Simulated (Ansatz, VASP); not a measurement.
## One calculation of Ga, two programs

INCAR

```
SYSTEM = Ga
ALGO = Fast ; EDIFF = 1E-6
ENCUT = 520 ; GGA = CA
ISIF = 2 ; ISMEAR = -1
LASPH = .TRUE. ; LCHARG = .TRUE.
LELF = .TRUE. ; LREAL = .FALSE.
LVHAR = .TRUE. ; LWAVE = .FALSE.
NBANDS = 20 ; NELM = 60
PREC = Accurate ; SIGMA = 0.05
```

The input KPOINTS:

```
k-points
0
G
  10 10 8
  0 0 0
```

The input POSCAR:

```
Ga
1.0
    1.4500000000     -4.0650000000      0.0000000000
    1.4500000000      4.0650000000      0.0000000000
    0.0000000000      0.0000000000      3.1700000000
Ga
2
Direct
    0.1330000000      0.8670000000      0.7500000000
    0.8670000000      0.1330000000      0.2500000000
```

Contents of input.yaml:

```yaml
crystal:
  lattice:
    - [1.45, -4.065, 0.0]
    - [1.45, 4.065, 0.0]
    - [0.0, 0.0, 3.17]
  atoms:
    - { symbol: Ga, position: [0.133, 0.867, 0.75] }
    - { symbol: Ga, position: [0.867, 0.133, 0.25] }
kpoints:
  mp_grid: { grid: [10, 10, 8] }
scf:
  occupations: { method: fermi_dirac, width: 0.05 }
hamiltonian:
  xc: lda
  pseudopotentials: { kind: all_electron, lapw: { basis_error: 0.001 } }
output:
  forces: true
  stress: true
  eigenvalues: true
```

Alike in both runs: task single point; functional LDA; k mesh 10 × 10 × 8; occupations fermi-dirac, width 0.05 eV; no spin polarisation.

|  | VASP | Ansatz |
| --- | --- | --- |
| version | VASP 6.6.1 | Ansatz 0.2.0 |
| potentials or method | VASP PAW LDA potentials, release 64 (Ga_d) | all-electron LAPW, scalar-relativistic |
| plane-wave cutoff (eV) | 520 | see its input |

VASP gave:

| Quantity | Value |
| --- | --- |
| gap on the k mesh at the Fermi level (eV) | none |
| pressure (GPa) | -4.0 |
| largest component of the traceless stress (GPa) | 1.37 |
| rms of the force components (eV/Å) | 0.117 |

Task: Estimate Ansatz's values.

Result: gap on the k mesh at the Fermi level (eV): none; pressure (GPa): -4.0; largest component of the traceless stress (GPa): 1.35; rms of the force components (eV/Å): 0.115.

Atom by atom the forces differ by 0.002 eV/Å (rms over components). A gap of «none» marks a metal or a gap that the smearing closes. Ansatz ran all-electron here, so the differences hold the error of VASP's frozen core and of both bases.
